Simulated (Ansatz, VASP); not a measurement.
**Two plane-wave programs on GaSb**

Contents of INCAR:

```
SYSTEM = GaSb
  ALGO = Normal
  EDIFF = 1E-8
  ENCUT = 520
  GGA = PE
  ISIF = 2
  ISMEAR = -1
  LASPH = .TRUE.
  LCHARG = .FALSE.
  LEFG = .TRUE.
  LREAL = .FALSE.
  LWAVE = .FALSE.
  NBANDS = 16
  NELM = 100
  PREC = Accurate
  SIGMA = 0.05
```

The input KPOINTS:

```
k-points
0
G
  10 10 10
  0 0 0
```

POSCAR

```
GaSb
1.0
    0.0000000000      2.9150652486      2.8714487676
    2.9150652486      0.0000000000      2.8714487676
    2.9150652486      2.9150652486      0.0000000000
Ga Sb
1 1
Direct
    0.0000000000      0.0000000000      0.0000000000
    0.5000000000      0.5000000000      0.5000000000
```

Input for Ansatz:

```yaml
crystal:
  lattice:
    - [0.0, 2.9150652486, 2.8714487676]
    - [2.9150652486, 0.0, 2.8714487676]
    - [2.9150652486, 2.9150652486, 0.0]
  atoms:
    - { symbol: Ga, position: [0.0, 0.0, 0.0] }
    - { symbol: Sb, position: [0.5, 0.5, 0.5] }
kpoints:
  mp_grid: { grid: [10, 10, 10] }
scf:
  occupations: { method: fermi_dirac, width: 0.05 }
hamiltonian:
  xc: pbe
  pseudopotentials: { kind: paw }
output:
  forces: true
  stress: true
  eigenvalues: true
  efg: { contact_densities: true }
```

Change from the starting cell: z stretched by -1 % at fixed volume, PAW files.

Alike in both runs: task electric field gradients; functional PBE; k mesh 10 × 10 × 10; occupations fermi-dirac, width 0.05 eV; no spin polarisation.

|  | VASP | Ansatz |
| --- | --- | --- |
| version | VASP 6.6.1 | Ansatz 0.2.0 |
| potentials or method | VASP PAW PBE potentials, release 64 (Ga_d, Sb) | PAW with Ansatz's default frozen-core files, scalar-relativistic |
| plane-wave cutoff (eV) | 520 | 420 |
| valence electrons in the cell | 18 | 28 |

```tsv
	VASP	Ansatz	Ansatz less VASP
pressure (GPa)	0.1	0.0	-0.04
largest component of the traceless stress (GPa)	0.44	0.44	-0.002
Vzz of the field gradient on the site that differs most (V/Å²)	2.6	3.8	+1.18
```

The two sets of potentials don't hold the same shells in valence. Ansatz warned: «gradients_without_spin_orbit».

The runs have no spin-orbit coupling, so splittings on Sb are missing.
